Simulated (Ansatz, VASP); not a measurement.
**One calculation of HfN, two programs**

```xyz
2
Lattice="0.0000 2.4548 2.4548 2.4548 0.0000 2.4548 2.4548 2.4548 0.0000" Properties=species:S:1:pos:R:3 pbc="T T T"
Hf    0.0000    0.0000    0.0000
N     1.2274    1.2274    1.2274
```

The cell comes from a database or a generator and needn't be the stable form of this composition.

Alike in both runs: task single point; functional PBEsol; k mesh 9 × 9 × 9; occupations fermi-dirac, width 0.05 eV; no spin polarisation.

|  | VASP | Ansatz |
| --- | --- | --- |
| version | VASP 6.6.1 | Ansatz 0.2.0 |
| potentials or method | VASP PAW PBE potentials, release 64 (Hf_pv, N), cutoff 520 eV | all-electron LAPW, scalar-relativistic |

```tsv
	VASP	Ansatz	Ansatz less VASP
gap on the k mesh at the Fermi level (eV)	none	none	-
pressure (GPa)	-5.9	-5.0	+0.90
```

A gap of «none» marks a metal or a gap that the smearing closes. Ansatz ran all-electron here, so the differences hold the error of VASP's frozen core and of both bases.

Caveats: the PAW data sets were made with another functional, which shifts forces and pressure a little (VASP). Spin-orbit coupling is left out, which matters for the levels of Hf.
